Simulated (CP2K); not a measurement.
Crystal: Ti.

```xyz
1
Lattice="2.8423 0.0000 0.0000 -0.9474 2.6797 0.0000 -0.9474 -1.3399 2.3207" Properties=species:S:1:pos:R:3 pbc="T T T"
Ti    0.0000    0.0000    0.0000
```

This isn't the form of Ti at room conditions, which is hcp.

Base run:

| Quantity | Value |
| --- | --- |
| Program | CP2K 2026.2 |
| Functional | PBE |
| Potentials or basis | all electrons (GAPW); pob-DZVP-rev2 basis |
| Density cutoff | 6803 eV |
| k mesh | 11 × 11 × 11 |
| Occupations | fermi-dirac, width 0.05 eV |
| Spin | no spin polarisation |

Its results: band gap on the k mesh none (metal or under the smearing width); pressure -10.6 GPa.

**Question.** The run is repeated on the same cell with these changes: potentials or basis from all electrons (GAPW); pob-DZVP-rev2 basis to all electrons (GAPW); pob-TZVP-rev2 basis; basis sets from Ti pob-DZVP-rev2 to Ti pob-TZVP-rev2. What comes out?

**Answer.** Band gap on the k mesh none (metal or under the smearing width); pressure -46.9 GPa.

Caveats: all-electron without relativistic terms, which shifts volumes and levels from the 3d row on; the basis of atomic orbitals isn't converged, which shifts pressures, moduli and gaps; a pressure of tens of GPa on the cell as given is suspect, and the run, the potentials or the cell itself is likely at fault (some runs).
